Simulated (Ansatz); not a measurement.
**CO2 with fluorine replacing O: gradients before and after relaxing the atoms**

Start: a supercell of CO2 (space group Cmce) built from a computed structure from the Materials Project (it need not be an observed phase), with all atoms left at the host's positions.

```cif
data_C8O15F
_symmetry_space_group_name_H-M 'Cm'
_symmetry_Int_Tables_number 8
_cell_length_a 9.5495
_cell_length_b 10.5436
_cell_length_c 8.1357
_cell_angle_alpha 90.000
_cell_angle_beta 125.937
_cell_angle_gamma 90.000
loop_
_atom_site_label
_atom_site_type_symbol
_atom_site_symmetry_multiplicity
_atom_site_Wyckoff_symbol
_atom_site_fract_x
_atom_site_fract_y
_atom_site_fract_z
C1 C 4 b 0.2500 0.7500 0.0000
C3 C 2 a 0.5000 0.0000 0.0000
C4 C 2 a 0.0000 0.0000 0.0000
C5 C 2 a 0.0000 0.0000 0.5000
C6 C 2 a 0.5000 0.0000 0.5000
C7 C 4 b 0.7500 0.7500 0.5000
F F 2 a 0.6508 0.0000 0.1082
O10 O 2 a 0.1508 0.0000 0.1082
O11 O 4 b 0.4008 0.7500 0.1082
O13 O 2 a 0.3492 0.0000 0.8918
O14 O 2 a 0.8492 0.0000 0.8918
O15 O 4 b 0.0992 0.7500 0.8918
O17 O 2 a 0.9573 0.0000 0.6082
O18 O 2 a 0.4573 0.0000 0.6082
O19 O 4 b 0.7073 0.7500 0.6082
O21 O 2 a 0.0427 0.0000 0.3918
O22 O 2 a 0.5427 0.0000 0.3918
O23 O 4 b 0.7927 0.7500 0.3918
```

One atom of each set is listed; the run and its k-mesh use a cell of 24 atoms with edges of 8.14, 8.14, 8.44 Å.

Level of theory: DFT, PBE, plane waves and PAW, scalar-relativistic, 420 eV cutoff, Γ-centred 4×4×4 k-points, Fermi–Dirac smearing 0.01 eV, cell charge +1 (Ansatz 0.2.0).

The largest force at the start is 7.4 eV/Å. Relaxing the ions at fixed cell moves them by 0.497 Å at most (atom 15, O) and 0.274 Å rms.

```csv
site,moved (Å),first shell before,first shell after,V_zz before (10²¹ V/m²),η before
C3,0.104,"1 O at 1.17 Å, 1 F at 1.17 Å, angle 180°","1 O at 1.12 Å, 1 F at 1.21 Å, angle 179°",-1.69,0.03
C6,0.097,"2 O at 1.17 Å, angle 180°","2 O at 1.17 Å, angle 180°",-2.92,0.00
F,0.343,1 C at 1.17 Å,1 C at 1.21 Å,23.2,0.01
O11,0.438,1 C at 1.17 Å,1 C at 1.17 Å,6.93,0.20
O13,0.482,1 C at 1.17 Å,1 C at 1.12 Å,4.35,0.05
O15,0.497,1 C at 1.17 Å,1 C at 1.17 Å,6.83,0.25
O17,0.359,1 C at 1.17 Å,1 C at 1.17 Å,6.86,0.12
O18,0.225,1 C at 1.17 Å,1 C at 1.17 Å,7.42,0.00
O21,0.375,1 C at 1.17 Å,1 C at 1.17 Å,6.84,0.14
O22,0.212,1 C at 1.17 Å,1 C at 1.17 Å,7.59,0.01
```

Question: What are V_zz and η after the relaxation?

Answer: 

```tsv
site	V_zz after	η after	change of V_zz
C3	-1.63	0.06	+0.06
C6	-2.96	0.01	-0.04
F	27.0	0.01	+3.75
O11	7.12	0.14	+0.19
O13	1.47	0.34	-2.88
O15	7.47	0.15	+0.64
O17	7.08	0.05	+0.22
O18	7.00	0.03	-0.42
O21	7.17	0.08	+0.33
O22	7.34	0.02	-0.25
```

The largest change of V_zz is on F, from 23.2 to 27.0. In per cent, |V_zz| changes by -3 to +1 on C, +16 on F, -66 to +9 on O (all sites that start above 0.5). Where |V_zz| stays above 0.1, η moves most on O13, from 0.05 to 0.34. The table leaves out 8 of the 18 sites, with |V_zz| up to 7.25; their tensors move by 1.86 at most along any direction. The statements above cover all sites. The host's own positions weren't relaxed first, so part of the change far from the defect can be the host's relaxation.

The defect repeats with the cell of 24 atoms, so it feels its images: sites between two images don't show the values beside a lone defect, and zeros or small values of η there can come from the images' arrangement. C and O carry a gradient in the pure host already, so the values there aren't the defect's effect alone. A uniform background compensates the cell's charge.
Before: The neighbours have not yet relaxed around the defect (largest force 7.4 eV/Å), so the values at and beside it are those of a strained start, not of the defect in a real crystal.
After: The relaxation keeps the site symmetry m of the start, so the impurity can move only within its mirror plane; a start off the site could end lower.
